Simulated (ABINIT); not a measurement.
ZrS2: band structure with r2SCAN

**What was measured.**

“Stress-Tuned Optical Transitions in Layered 1T-MX2 (M= Hf, Zr, Sn; X= S, Se) Crystals”, 2022, arxiv:2210.12074 quotes, for a bulk crystal of ZrS2: band gap 1.68 eV (indirect).

Crystal: ZrS2.

```
Zr S
1.0
     3.69138    0.00000    0.00000
    -1.84569    3.19683    0.00000
     0.00000    0.00000    6.04108
Zr S
1 2
Direct
  0.00000 0.00000 0.00000
  0.33333 0.66667 0.23791
  0.66667 0.33333 0.76209
```

The cell is a database's computed one.

```json
{
 "Program": "ABINIT 10.8.3 (patched build)",
 "Task": "band structure",
 "Functional": "r2SCAN",
 "Potentials or basis": "JTH PAW PBE v2.0",
 "Cutoff": "653 eV",
 "k mesh": "6 × 6 × 4",
 "Occupations": "fermi-dirac, width 0.05 eV",
 "Spin": "no spin polarisation",
 "Fine-grid cutoff": "1251.72 eV"
}
```

The pressure is 0.0 GPa, the largest force is 0.052 eV/Å and the band gap on the k mesh is 1.38 eV, indirect (least direct gap 1.95 eV). The band gap along the path is 1.33 eV, indirect (least direct gap 1.95 eV). The valence electrons inside the program's atomic spheres are Zr 8.86; S 3.61.

Forces on the atoms (eV/Å):
```
Zr   0.000  0.000  0.000
S    0.000  0.000 -0.052
S    0.000  0.000  0.052
```

Levels at the corners of the path, in eV from the valence-band top:
```tsv
point	band 9	band 10	band 11	band 12	band 13	band 14	band 15	band 16
Γ	-2.89	-0.11	-0.11	-0.05	1.90	1.90	2.79	5.33
M	-2.55	-2.38	-1.70	-1.23	1.50	3.60	3.89	6.01
K	-3.35	-2.02	-2.02	-1.47	2.54	3.53	3.53	5.33
Γ	-2.89	-0.11	-0.11	-0.05	1.90	1.90	2.79	5.33
A	-2.86	-1.61	-0.21	-0.21	1.87	1.87	3.15	5.62
L	-2.67	-2.25	-1.03	-0.82	1.33	3.59	3.89	5.62
H	-3.10	-1.91	-1.80	-1.80	2.64	3.29	3.29	5.83
A	-2.86	-1.61	-0.21	-0.21	1.87	1.87	3.15	5.62
```

It took 82 s on 4 MPI ranks on Arm Neoverse V2 (shared host), peak memory 0.64 GiB a rank.

Against the measured gap of ZrS2, 1.68 eV (indirect; quoted in “Stress-Tuned Optical Transitions in Layered 1T-MX2 (M= Hf, Zr, Sn; X= S, Se) Crystals”, 2022, arxiv:2210.12074), the calculated 1.33 eV is off by -0.35 eV. Spin-orbit coupling on Zr is left out. The value is that of r2SCAN, without temperature or zero-point motion. The cell is a database's relaxed one, not the measured one, which moves gaps too.

Caveat: the PAW data sets were made with another functional, which shifts forces and pressure a little.
